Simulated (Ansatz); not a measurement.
Input and command of a plane-wave DFT calculation in Ansatz:

```yaml
crystal:
  lattice:
    - [-2.612066564, -2.8511133374, 0.0]
    - [2.612066564, -2.8511133374, 0.0]
    - [-1.7412035716, 0.0, 9.8733758587]
  atoms:
    - { symbol: Ge, position: [-0.1293761666, 0.1293761666, 0.3881673166] }
    - { symbol: Ge, position: [0.2039738334, 0.7960261666, 0.8881673166] }
    - { symbol: Ge, position: [-0.2784830434, 0.2784830434, 0.8355326834] }
    - { symbol: Ge, position: [0.3881669566, 0.6118330434, 0.3355326834] }
    - { symbol: Ge, position: [0.1899821283, 0.2645413383, 0.11185] }
    - { symbol: Ge, position: [0.5233321283, 0.9311913383, 0.61185] }
    - { symbol: Ge, position: [0.7354586617, 0.8100178717, 0.11185] }
    - { symbol: Ge, position: [0.0688086617, 0.4766678717, 0.61185] }
basis:
  ecutwfc: 420
kpoints:
  mp_grid: { grid: [12, 12, 5] }
hamiltonian:
  xc: pbesol
scf:
  occupations: { method: gaussian, width: 0.15 }
output:
  forces: true
  stress: true
  eigenvalues: true
```

```bash
ansatz run input.yaml --threads 2 --pin off --max-ram 5120MiB --backend cpu --events-out ev --progress --plain --runs-dir out
```

Processor: Arm Neoverse V2, 2 threads, on a host shared with other jobs.

Estimate time, memory and problem size.

About 78 s on 2 threads of Arm Neoverse V2 (shared host), peak memory 1.4 GiB. It solves 68 bands at 199 k points (the mesh reduced by symmetry) with about 2871 plane waves, in 7 SCF iterations.
